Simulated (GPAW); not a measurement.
Runs of GPAW 26.7.0 on ZnS. Symmetry: F-43m, No. 216, cubic system. Conventional cell: a = 5.404 Å, b = 5.404 Å, c = 5.404 Å, α = 90.00°, β = 90.00°, γ = 90.00°. Zn (site symmetry -43m) has 4 S at 2.34 Å as nearest neighbours. S (site symmetry -43m) is surrounded by 4 Zn at 2.34 Å. 

```tsv
task	level	potentials or basis	k mesh	cutoff (eV)	band path	band points	hybrids on these orbitals	oneshot functional	gap on the mesh (eV)	pressure (GPa)	V0 of scaled cells (Å³/atom)	B0 (GPa)
equation of state	PW91	PAW data sets generated in the run's folder for this functional, pw	7 × 7 × 7	600	-	-	-	-	-	-	20.08	71
equation of state	PBEsol+D3	PAW data sets generated in the run's folder for this functional, pw	7 × 7 × 7	600	-	-	-	-	-	-	18.72	87
equation of state	PBE	SG15 ONCV 1.2, pw	7 × 7 × 7	1100	-	-	-	-	-	-	20.22	(b)
band structure	PBEint	PAW data sets generated in the run's folder for this functional, pw	7 × 7 × 7	600	GXWKGLUWLK,UX	60	-	-	2.05	(a)	-	-
one-shot levels of the hybrid HSE06	LDA	the program's PAW data sets (release 1.2.1) made for this functional, pw	5 × 5 × 5	500	-	-	["HSE06", "HSE03", "PBE0"]	HSE06	1.86	-5.0	-	-
```

Alike in all rows: no spin polarisation; cell as given; smearing fermi-dirac 0.05 eV.

**Question.** Fill in the values left out.

**Answer.** (a) -0.6; (b) 68.

Caveats: the cutoff is short for stress and forces, so pressures can be off by a GPa or more (some runs); energy and the plain gap are those of the semilocal run (some runs); the hybrids' values are one shot on its orbitals and mesh (some runs).

